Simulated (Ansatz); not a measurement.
# Fixed-spin-moment curve of CrO2

Level of theory: DFT PBE, scalar-relativistic, plane waves, PAW in Ansatz 0.2.0.

```cif
data_structure
_symmetry_space_group_name_H-M 'P 1'
_symmetry_Int_Tables_number 1
_cell_length_a 2.8937
_cell_length_b 2.8937
_cell_length_c 5.3431
_cell_angle_alpha 90.000
_cell_angle_beta 90.000
_cell_angle_gamma 120.000
_cell_volume 38.75
loop_
_atom_site_label
_atom_site_type_symbol
_atom_site_fract_x
_atom_site_fract_y
_atom_site_fract_z
_atom_site_occupancy
Cr1 Cr 0.00000 0.00000 0.00000 1
O1 O 0.33333 0.66667 0.17743 1
O2 O 0.66667 0.33333 0.82257 1
```

The plane-wave cutoff is 420 eV, the Γ-centred k-mesh is 18×18×8 and the occupation rule is Gaussian smearing, 0.1 eV.

The total moment of the cell is held at each value, at fixed atoms.

Site moments are spin moments in atom-centred spheres that scale with the neighbour distance.

```csv
held moment (μB/cell),E above lowest (meV/atom),P (GPa),site moments (μB)
0.00,241.5,-4.1,none over 0.05
0.50,180.6,-1.6,Cr +0.44
1.00,143.9,-1.2,Cr +0.83
1.50,91.2,-1.7,Cr +1.31
2.00,0.0,0.0,"Cr +1.74, O -0.05 (×2)"
2.50,138.5,3.7,"Cr +1.85, O +0.10 (×2)"
3.00,308.9,8.0,"Cr +1.98, O +0.25 (×2)"
3.50,518.5,12.8,"Cr +2.13, O +0.39 (×2)"
4.00,782.5,18.5,"Cr +2.28, O +0.51 (×2)"
```

This form isn't the usual stable structure of the compound.

Cost: 9 runs of about 4.1 core-minutes in all, on Arm Neoverse V2 (shared hosts).